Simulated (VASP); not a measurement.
# Li16O7 (a cell with a defect): relaxation of the atoms with PBE

Crystal: Li16O7 (a cell with a defect).

```
CELL_PARAMETERS angstrom
0.00000 4.61000 4.61000
4.61000 0.00000 4.61000
4.61000 4.61000 0.00000
ATOMIC_POSITIONS crystal
Li 0.12500 0.12500 0.12500
Li 0.12500 0.12500 0.62500
Li 0.12500 0.62500 0.12500
Li 0.12500 0.62500 0.62500
Li 0.62500 0.12500 0.12500
Li 0.62500 0.12500 0.62500
Li 0.62500 0.62500 0.12500
Li 0.62500 0.62500 0.62500
Li 0.37500 0.37500 0.37500
Li 0.37500 0.37500 0.87500
Li 0.37500 0.87500 0.37500
Li 0.37500 0.87500 0.87500
Li 0.87500 0.37500 0.37500
Li 0.87500 0.37500 0.87500
Li 0.87500 0.87500 0.37500
Li 0.87500 0.87500 0.87500
O 0.00000 0.00000 0.50000
O 0.00000 0.50000 0.00000
O 0.00000 0.50000 0.50000
O 0.50000 0.00000 0.00000
O 0.50000 0.00000 0.50000
O 0.50000 0.50000 0.00000
O 0.50000 0.50000 0.50000
```

The cell isn't the ideal one: O vacancy, charge +1, ions relaxed.

```yaml
Program: VASP 6.6.1
Task: relaxation of the atoms
Functional: PBE
Potentials_or_basis: VASP PAW PBE potentials, release 64 (Li_sv, O)
Cutoff: 520 eV
k_mesh: 4 × 4 × 4
Occupations: fermi-dirac, width 0.01 eV
Spin: collinear spin, typed start
Starting_moments: "[0.5, 0.5, 0.5, 0.0, 0.5, 0.0, 0.0, 0.0, 0.0, 0.0, 0.0, 0.5, 0.0, 0.5, 0.5, 0.5, 0.0, 0.0, 0.0, 0.0, 0.0, 0.0, 0.0] μB"
Dipole_correction: no
Charge: 1
Further_INCAR_settings: LREAL = Auto; ALGO = Normal; EDIFF = 1e-06; IBRION = 2; EDIFFG = -0.03; NSW = 60; NELECT = 89.0
```

```yaml
Energy_gained_by_relaxing: 35.6 meV/atom
Ionic_steps: 6
Largest_force_after_relaxing: 0.006 eV/Å
Band_gap_on_the_k_mesh: 0.34 eV, indirect (least direct gap 1.47 eV)
Net_moment: 1.00 μB per cell
Valence_electrons_inside_the_program's_atomic_spheres: Li 2.12; O 5.03, 5.05
```

Forces on the atoms (eV/Å):
```
Li   0.003  0.003  0.003
Li  -0.003 -0.003  0.003
Li  -0.003  0.003 -0.003
Li  -0.003  0.003  0.003
Li   0.003 -0.003 -0.003
Li   0.003 -0.003  0.003
Li   0.003  0.003 -0.003
Li  -0.003 -0.003 -0.003
Li   0.003  0.003  0.003
Li  -0.003 -0.003  0.003
Li  -0.003  0.003 -0.003
Li  -0.003  0.003  0.003
Li   0.003 -0.003 -0.003
Li   0.003 -0.003  0.003
Li   0.003  0.003 -0.003
Li  -0.003 -0.003 -0.003
O    0.000  0.000  0.000
O    0.000  0.000  0.000
O    0.000  0.000  0.000
O    0.000  0.000  0.000
O    0.000  0.000  0.000
O    0.000  0.000  0.000
O    0.000  0.000  0.000
```

Step by step:
```tsv
step	energy change (eV)	largest force (eV/Å)	pressure (GPa)
1	0.0000	1.2832	-2.73
2	-0.5079	0.7176	-2.25
3	-0.7717	0.3600	-1.35
4	-0.7727	0.3681	-1.31
5	-0.8161	0.0937	-1.26
6	-0.8191	0.0057	-1.23
```

Final structure:
```
Li O
1.0
     0.00000    4.61000    4.61000
     4.61000    0.00000    4.61000
     4.61000    4.61000    0.00000
Li O
16 7
Direct
  0.13473 0.13473 0.13473
  0.13473 0.13473 0.59580
  0.13473 0.59580 0.13473
  0.13459 0.62180 0.62180
  0.59580 0.13473 0.13473
  0.62180 0.13459 0.62180
  0.62180 0.62180 0.13459
  0.62180 0.62180 0.62180
  0.37820 0.37820 0.37820
  0.37820 0.37820 0.86541
  0.37820 0.86541 0.37820
  0.40420 0.86527 0.86527
  0.86541 0.37820 0.37820
  0.86527 0.40420 0.86527
  0.86527 0.86527 0.40420
  0.86527 0.86527 0.86527
  0.00000 0.00000 0.50000
  0.00000 0.50000 0.00000
  0.00000 0.50000 0.50000
  0.50000 0.00000 0.00000
  0.50000 0.00000 0.50000
  0.50000 0.50000 0.00000
  0.50000 0.50000 0.50000
```

Levels at points of the mesh, in eV from the valence-band top:
Spin up:
| k point | band 41 | band 42 | band 43 | band 44 | band 45 | band 46 | band 47 | band 48 | band 49 | band 50 |
| --- | --- | --- | --- | --- | --- | --- | --- | --- | --- | --- |
| (0.00, 0.00, 0.00) | -2.58 | -2.29 | -2.29 | -2.29 | -1.15 | 2.87 | 3.05 | 3.05 | 4.87 | 4.87 |
| (0.50, 0.00, 0.00) | -2.71 | -2.71 | -2.42 | -2.42 | -0.25 | 3.03 | 3.66 | 3.66 | 4.51 | 4.55 |
| (0.50, 0.50, 0.00) | -2.77 | -2.77 | -2.76 | -2.61 | -0.02 | 2.74 | 3.84 | 3.84 | 4.09 | 5.09 |
Spin down:
| k point | band 40 | band 41 | band 42 | band 43 | band 44 | band 45 | band 46 | band 47 | band 48 | band 49 |
| --- | --- | --- | --- | --- | --- | --- | --- | --- | --- | --- |
| (0.00, 0.00, 0.00) | -2.55 | -2.55 | -2.28 | -2.28 | -2.28 | 0.34 | 2.92 | 3.18 | 3.18 | 5.62 |
| (0.50, 0.00, 0.00) | -3.04 | -2.68 | -2.68 | -2.40 | -2.40 | 1.33 | 3.56 | 4.09 | 4.09 | 4.54 |
| (0.50, 0.50, 0.00) | -2.91 | -2.76 | -2.76 | -2.75 | -2.58 | 1.54 | 3.25 | 4.15 | 4.45 | 4.45 |

Wall time 21 min on 1 thread of Intel(R) Xeon(R) Platinum 8488C (Sapphire Rapids) (shared host), peak memory 0.46 GiB.

Caveat: the cell carries a net charge on a neutralising background, which shifts energy and pressure; the cell is charged against a uniform background, so pressure and absolute levels hang on convention; the cutoff is under 1.25 times the usual one of these potentials, so pressure, stress and relaxed cells hold a basis-set (Pulay) error.
